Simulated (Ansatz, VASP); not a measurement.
# Two plane-wave programs on CaO5

The input INCAR:

```
SYSTEM = CaO5
PREC = Accurate
ENCUT = 520
EDIFF = 1E-6
ISMEAR = 0
SIGMA = 0.1
LREAL = .FALSE.
LASPH = .TRUE.
NELM = 60
ALGO = Normal
ISIF = 2
LWAVE = .FALSE.
LCHARG = .TRUE.
GGA = PE
LELF = .TRUE.
LVHAR = .TRUE.
NBANDS = 29
```

File KPOINTS:

```
Automatic mesh
0
G
  6 6 4
  0 0 0
```

The input POSCAR:

```
CaO5
1.0
    4.7234248600      0.0000000000      0.0000000000
   -2.3617124300      4.0906059200      0.0000000000
    0.0000000000      0.0000000000      3.9394219400
Ca O
1 5
Direct
    0.0000000000      0.0000000000      0.0000000000
    0.3333333300      0.6666666700      0.0000000000
    0.6666666700      0.3333333300      0.0000000000
    0.5000000000      0.0000000000      0.5000000000
    0.5000000000      0.5000000000      0.5000000000
    0.0000000000      0.5000000000      0.5000000000
```

Input for Ansatz:

```yaml
crystal:
  lattice:
    - [4.72342486, 0.0, 0.0]
    - [-2.36171243, 4.09060592, 0.0]
    - [0.0, 0.0, 3.93942194]
  atoms:
    - { symbol: Ca, position: [0.0, 0.0, 0.0] }
    - { symbol: O, position: [0.33333333, 0.66666667, 0.0] }
    - { symbol: O, position: [0.66666667, 0.33333333, 0.0] }
    - { symbol: O, position: [0.5, 0.0, 0.5] }
    - { symbol: O, position: [0.5, 0.5, 0.5] }
    - { symbol: O, position: [0.0, 0.5, 0.5] }
basis:
  ecutwfc: 420
kpoints:
  mp_grid: { grid: [6, 6, 4] }
hamiltonian:
  xc: pbe
scf:
  occupations: { method: gaussian, width: 0.1 }
  lower_state_search: "off"
output:
  forces: true
  stress: true
  eigenvalues: true
```

Change from the starting cell: species swapped into the CaPd5 type (P6/mmm, No. 191).

Alike in both runs: task single point; functional PBE; k mesh 6 × 6 × 4; occupations gaussian, width 0.1 eV; no spin polarisation.

|  | VASP | Ansatz |
| --- | --- | --- |
| version | VASP 6.6.1 | Ansatz 0.2.0 |
| potentials or method | VASP PAW PBE potentials, release 64 (Ca_sv, O) | scalar-relativistic, plane waves, PAW |
| plane-wave cutoff (eV) | 520 | 420 |
| valence electrons in the cell | 40 | 40 |

```tsv
	VASP	Ansatz	Ansatz less VASP
gap on the k mesh at the Fermi level (eV)	none	none	-
pressure (GPa)	-16.3	-16.2	+0.12
largest component of the traceless stress (GPa)	1.92	1.89	-0.030
```

A gap of «none» marks a metal or a gap that the smearing closes. With one functional, cell and mesh, what is left measures potentials, basis and numerics.

Caveats: the k mesh is coarse (spacing up to 0.40 Å⁻¹), so the values aren't converged; so large a pressure means that the cell lies far from this level's equilibrium, or that cutoff or potentials fall short (VASP).
